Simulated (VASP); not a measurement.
A run of VASP 6.6.1 is set up as follows.

POSCAR

```
NaH
1.0
    3.1028802000      0.0000000000      0.0000000000
    0.0000000000      3.1028802000      0.0000000000
    0.0000000000      0.0000000000      2.9551240000
Na H
1 1
Direct
    0.0000000000      0.0000000000      0.0000000000
    0.5000000000      0.5000000000      0.5000000000
```

INCAR.step1

```
SYSTEM = NaH
PREC     = Accurate       ! precision mode
ENCUT    = 520            ! plane-wave cutoff, eV
ISMEAR   = 0              ! smearing method
SIGMA    = 0.05           ! smearing width, eV
LREAL    = .FALSE.        ! projectors in reciprocal space
LASPH    = .TRUE.         ! aspherical terms in the spheres
NELM     = 100            ! most SCF steps
NBANDS   = 11             ! bands
GGA      = PE             ! functional
ALGO     = Normal         ! electronic algorithm
EDIFF    = 1E-4           ! SCF threshold, eV
LWAVE    = .TRUE.         ! write WAVECAR
LCHARG   = .FALSE.        ! write CHGCAR
```

Contents of INCAR.step2:

```
SYSTEM = NaH
PREC     = Accurate       ! precision mode
ENCUT    = 520            ! plane-wave cutoff, eV
EDIFF    = 1E-7           ! SCF threshold, eV
ISMEAR   = 0              ! smearing method
SIGMA    = 0.05           ! smearing width, eV
LREAL    = .FALSE.        ! projectors in reciprocal space
LASPH    = .TRUE.         ! aspherical terms in the spheres
NELM     = 100            ! most SCF steps
ALGO     = Normal         ! electronic algorithm
ISIF     = 2              ! what is computed and relaxed
LWAVE    = .FALSE.        ! write WAVECAR
LCHARG   = .FALSE.        ! write CHGCAR
METAGGA  = R2SCAN         ! meta-GGA
LMIXTAU  = .TRUE.       
NBANDS   = 11             ! bands
ISTART   = 1
```

Contents of KPOINTS:

```
regular mesh
0
G
  10 10 10
  0 0 0
```

Potentials or basis: VASP PAW PBE potentials, release 64 (Na_pv, H).

The run is started by

```bash
$ cat potpaw_PBE.64/Na_pv/POTCAR potpaw_PBE.64/H/POTCAR > POTCAR
$ cp INCAR.step1 INCAR
$ mpirun -np 1 vasp_std > vasp.out
$ cp INCAR.step2 INCAR
$ mpirun -np 1 vasp_std > vasp.out
```

(1) Estimate the band gap on the k mesh.

(2) What does it give for the pressure?

Answers

(1) 1.42 eV, indirect (least direct gap 4.75 eV).

(2) -2.5 GPa.

Caveat: the PAW data sets were made with another functional, which shifts forces and pressure a little.
